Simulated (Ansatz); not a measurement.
## Sc in Ansatz: the effect of target pressure

Crystal: Sc.

```
Sc
1.0
     0.00000    2.26000    2.26000
     2.26000    0.00000    2.26000
     2.26000    2.26000    0.00000
Sc
1
Cartesian
  0.0000 0.0000 0.0000
```

This isn't the form of Sc at room conditions, which is hcp.

Alike in all runs:

* Program: Ansatz 0.2.0
* Task: relaxation of cell and atoms
* Functional: PBEsol
* Potentials or basis: Ansatz PAW
* Cutoff: 420 eV (not typed: the program's choice for these potentials)
* k mesh: 10 × 10 × 10
* Occupations: fermi-dirac, width 0.05 eV
* Spin: no spin polarisation

Each run relaxes the cell or the atoms first.

```tsv
target pressure	relaxed volume (Å³/atom)
0 GPa	23.61
2 GPa	22.80
5 GPa	21.76
10 GPa	20.35
20 GPa	?
30 GPa	16.87
```

Q: What does the run with target pressure 20 GPa give?

A: Relaxed volume 18.31 Å³/atom.

Worked out: In Murnaghan's law V^(-B') rises as a straight line in P. The other rows fit best with B' = 2.7, V0 = 23.61 Å³/atom and B0 = 55 GPa, which gives 18.31 Å³/atom at 20 GPa, against the run's 18.31.

Caveats: the plane-wave basis is chosen anew once the cell has moved, so the energies of steps on either side of that aren't comparable; the PAW data sets come from PBE, with cores solved anew for the run's functional, which leaves a small shift of forces and pressure; the volume moved by over 15 % at a fixed basis, so the end points are rough (some runs).
